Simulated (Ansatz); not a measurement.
**AlSb under load (space group R3m): band-edge transport data**

Data:

```
AlSb
1.0
    0.02503     3.10746     3.10746
    3.10746     0.02503     3.10746
    3.10746     3.10746     0.02503
Al Sb
1 1
Cartesian
 -0.00353  -0.00353  -0.00353
  4.68350   4.68350   4.68350
```

The numbers are results of r2SCAN with spin-orbit coupling, rigid bands (plane waves, PAW; Ansatz, a program for electronic structure), not measurements. Condition of this run: uniaxial stress along [111] of -1 GPa (compression positive) (the target of the relaxation). How the cell was made: cell and atoms relaxed with r2SCAN, then loaded as said.

* **band gap**: 1.26 eV
* **electron conductivity mass (300 K, dilute)**: 0.35 mₑ
* **hole conductivity mass (300 K, dilute)**: 0.36 mₑ
* **effective density of states N_c (300 K)**: 4.3e19 cm⁻³
* **effective density of states N_v (300 K)**: 5.8e18 cm⁻³
* **density-of-states mass, electrons**: 1.44 mₑ
* **density-of-states mass, holes**: 0.38 mₑ
* **Seebeck coefficient, n-type 1e19 cm⁻³, 300 K**: -333 μV/K
* **Seebeck coefficient, p-type 1e19 cm⁻³, 300 K**: 221 μV/K
* **best p-type power factor at 300 K for τ = 10 fs (best axis; densities from 1e16 to 1e21 cm⁻³ tried, whether or not they can be reached)**: 5.3 μW/(cm·K²) at 1e20 cm⁻³

Rigid bands; masses and Seebeck coefficients take one relaxation time τ for all states and one kind of carrier; polarons and phonon drag are left out.
